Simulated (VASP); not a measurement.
CdS (Hawleyite):

```xyz
2
Lattice="0.0000 2.9185 2.9185 2.9185 0.0000 2.9185 2.9185 2.9185 0.0000" Properties=species:S:1:pos:R:3 pbc="T T T"
Cd    0.0000    2.9185    2.9185
S     1.4592    1.4592    1.4592
```

* Program: VASP 6.6.1
* Task: relaxation of cell and atoms
* Functional: HSE06
* Potentials or basis: VASP PAW PBE potentials, release 64 (Cd, S)
* Cutoff: 520 eV
* k mesh: 6 × 6 × 6
* Occupations: gaussian, width 0.03 eV
* Spin: no spin polarisation

At the start: pressure 1.9 GPa; volume 24.86 Å³/atom.

Task: How do energy, volume and symmetry change on relaxing?

Result: Over 3 steps the energy falls by 4.4 meV/atom and the volume is 25.62 Å³/atom (+3.0 %); space group F-43m (No. 216, to 0.05 Å).

The path:
| step | energy change (eV) | largest force (eV/Å) | pressure (GPa) | volume (Å³) |
| --- | --- | --- | --- | --- |
| 1 | 0.0000 | 0.0000 | 1.87 | 49.72 |
| 2 | -0.0074 | 0.0000 | -0.68 | 51.84 |
| 3 | -0.0087 | 0.0000 | 0.00 | 51.23 |

Final structure:
```
Cd S
1.0
     0.00000    2.94783    2.94783
     2.94783    0.00000    2.94783
     2.94783    2.94783    0.00000
Cd S
1 1
Direct
  0.00000 0.00000 0.00000
  0.25000 0.25000 0.25000
```

Caveat: the PAW data sets were made with another functional, which shifts forces and pressure a little.
